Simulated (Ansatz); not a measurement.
# Rh: the cost of one run

Computed with Ansatz 0.2.0 (DFT PBE, scalar-relativistic, plane waves, PAW, unless a step's input says otherwise).

2 further runs of the same task are left out: 1 that didn't finish, 1 set aside as unsound or not needed.

### Step 1. The starting structure

The structure is hexagonal, space group P6_3/mmc (No. 194). The conventional cell has a = 2.725 Å, b = 2.725 Å, c = 4.385 Å, α = 90.00°, β = 90.00°, γ = 120.00°. Rh (site symmetry -6m2) has 12 Rh at 2.70 to 2.72 Å as nearest neighbours.

As a file:

```xyz
2
Lattice="2.7248 0.0000 0.0000 -1.3624 2.3597 0.0000 0.0000 0.0000 4.3850" Properties=species:S:1:pos:R:3 pbc="T T T"
Rh    0.0000    0.0000    0.0000
Rh    0.0000    1.5732    2.1925
```

This is a trial structure built by rule; it need not be a known or stable form of this composition.

This cell was relaxed beforehand with the same method: volume 14.10 Å³/atom, gap on the mesh none (metal).

### Step 2. Building the stacking ABABCBCAC (khhkhhkhh)

Close-packed layers are stacked in the order given (one atom a layer) and fully relaxed; h and k in a name mark layers with hexagonal and cubic surroundings. Energies count from the base stacking, -6402.8514 eV an atom.

The cell holds 9 Rh: a = 2.725 Å, b = 2.725 Å, c = 19.732 Å, α = 90.00°, β = 90.00°, γ = 120.00°.

### Step 3. Relaxing it

Contents of input.yaml:

```yaml
crystal:
  lattice:
    - [2.7247816576, 0.0, 0.0]
    - [-1.3623908288, 2.3597301353, 0.0]
    - [0.0, 0.0, 19.7324850578]
  atoms:
    - { symbol: Rh, position: [0.0, 0.0, 0.0] }
    - { symbol: Rh, position: [0.3333333333, 0.6666666667, 0.1111111111] }
    - { symbol: Rh, position: [0.0, 0.0, 0.2222222222] }
    - { symbol: Rh, position: [0.3333333333, 0.6666666667, 0.3333333333] }
    - { symbol: Rh, position: [0.6666666667, 0.3333333333, 0.4444444444] }
    - { symbol: Rh, position: [0.3333333333, 0.6666666667, 0.5555555556] }
    - { symbol: Rh, position: [0.6666666667, 0.3333333333, 0.6666666667] }
    - { symbol: Rh, position: [0.0, 0.0, 0.7777777778] }
    - { symbol: Rh, position: [0.6666666667, 0.3333333333, 0.8888888889] }
basis:
  ecutwfc: 420
kpoints:
  mp_grid: { grid: [18, 18, 3] }
hamiltonian:
  xc: pbe
scf:
  occupations: { method: gaussian, width: 0.1 }
output:
  forces: true
  stress: true
  eigenvalues: true
  populations: true
relax:
  adjacent_minimum: "off"
  f_tol: 0.01
  max_steps: 45
  cell: { stress_tol: 0.05 }
```

The run is started by

```bash
$ ansatz run input.yaml --threads 1 --pin off --max-ram 2560MiB --backend cpu --events-out ev --progress --plain --runs-dir out
```

**Question.** How long does this run take on 1 thread of Arm Neoverse V2, shared host, and how much memory does it need?

About 6 min, with a peak of 0.96 GiB.
